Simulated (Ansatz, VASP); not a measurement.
## Two plane-wave programs on KNbO3

```
K Nb O
1.0
     4.01297    0.00000    0.00000
     0.00000    4.01297    0.00000
     0.00000    0.00000    4.11029
K Nb O
1 1 3
Direct
  0.50000 0.50000 0.49995
  0.00000 0.00000 0.01492
  0.50000 0.00000 0.97414
  0.00000 0.50000 0.97414
  0.00000 0.00000 0.47165
```

Alike in both runs: task single point; functional PBE; k mesh 2 × 2 × 2; occupations gaussian, width 0.1 eV; no spin polarisation.

|  | VASP | Ansatz |
| --- | --- | --- |
| version | VASP 6.6.1 | Ansatz 0.2.0 |
| potentials or method | VASP PAW PBE potentials, release 64 (K_sv, Nb_sv, O) | scalar-relativistic, plane waves, PAW |
| plane-wave cutoff (eV) | 520 | 420 |
| valence electrons in the cell | 40 | 40 |

|  | VASP | Ansatz | Ansatz less VASP |
| --- | --- | --- | --- |
| gap on the k mesh at the Fermi level (eV) | 1.35 | 1.37 | +0.021 |
| least direct gap on the mesh (eV) | 2.21 | 2.23 | +0.016 |
| pressure (GPa) | 0.5 | 0.6 | +0.10 |
| largest component of the traceless stress (GPa) | 1.59 | 1.56 | -0.031 |
| rms of the force components (eV/Å) | 0.951 | 0.956 | +0.0044 |

Atom by atom the forces differ by 0.005 eV/Å (rms over components).

Caveats: the k mesh is coarse (spacing up to 0.78 Å⁻¹), so the values aren't converged; forces of over 1 eV/Å show positions far from the minimum, so gaps and moduli don't describe the material at rest. A k mesh can miss the band edges. PBE gaps usually lie below the measured ones, often by a third to a half.
